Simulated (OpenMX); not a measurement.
## Ti in OpenMX: convergence with criterion

Input of the first run (criterion 1.0e-3); the others differ in this setting and in those tied to it:

Ti.dat

```
System.CurrrentDirectory             ./
System.Name                          Ti
DATA.PATH                            ./DFT_DATA13
level.of.stdout                      1
level.of.fileout                     1
Species.Number                       1
<Definition.of.Atomic.Species
  Ti  Ti7.0-s2p2d1           Ti_PBE13
Definition.of.Atomic.Species>

Atoms.Number                         3
Atoms.SpeciesAndCoordinates.Unit     Ang
<Atoms.SpeciesAndCoordinates
    1  Ti    2.3440087347    1.3540893446    1.3876915891   6.000  6.000
    2  Ti    0.1340821392    2.7291386857    1.5291479410   6.000  6.000
    3  Ti    0.0035168786   -0.0339378694   -0.0542384538   6.000  6.000
Atoms.SpeciesAndCoordinates>

Atoms.UnitVectors.Unit               Ang
<Atoms.UnitVectors
     4.5673748306    0.0000000000    0.0000000000
    -2.2836874153    3.9554626319    0.0000000000
     0.0000000000    0.0000000000    2.8262442700
Atoms.UnitVectors>

scf.XcType                           GGA-PBE
scf.SpinPolarization                 off
scf.ElectronicTemperature            580.226
scf.energycutoff                     400.0
scf.maxIter                          100
scf.EigenvalueSolver                 band
scf.Kgrid                            5 5 7
scf.Mixing.Type                      rmm-diisk
scf.Init.Mixing.Weight               0.05
scf.Min.Mixing.Weight                0.001
scf.Max.Mixing.Weight                0.3
scf.Mixing.History                   25
scf.Mixing.StartPulay                8
scf.criterion                        1.0e-3
scf.stress.tensor                    on
MD.Type                              nomd
```

Potentials or basis: OpenMX 2013 PBE set, Ti7.0-s2p2d1, grid cutoff 400 Ry.

Command:

```console
$ openmx Ti.dat -nt 1 > Ti.std
```

The cell isn't the ideal one: atoms moved at random, drawn with an rms of 0.1 Å.

This isn't the form of Ti at room conditions, which is hcp.

Hardware: 1 thread of Arm Neoverse V1, with other jobs on the host.

| criterion | energy less the tightest run, at zero smearing (meV/atom) | SCF cycles | CPU time (s) | peak memory (GiB) |
| --- | --- | --- | --- | --- |
| 1.0e-3 | 0.09 | 13 | 65 | 0.75 |
| 1.0e-4 | 0.01 | 15 | 69 | 0.75 |
| 1.0e-5 | 0.00 | 16 | 71 | 0.75 |
| 1.0e-6 | 0.00 | 17 | 73 | 0.75 |
| 1.0e-7 | 0.00 | 19 | 76 | 0.75 |
| 1.0e-8 | 0.00 | 20 | 79 | 0.75 |
| 1.0e-9 | 0.00 | 22 | 82 | 0.75 |
| 1.0e-10 | 0.00 | 23 | 84 | 0.75 |

Against the tightest run, the energy stays within 1 meV/atom from 1.0e-3 on. The tightest run that finished is the yardstick and may itself not be fully converged.

Caveat, for the tightest run too: the basis of atomic orbitals isn't converged, which shifts pressures, moduli and gaps.
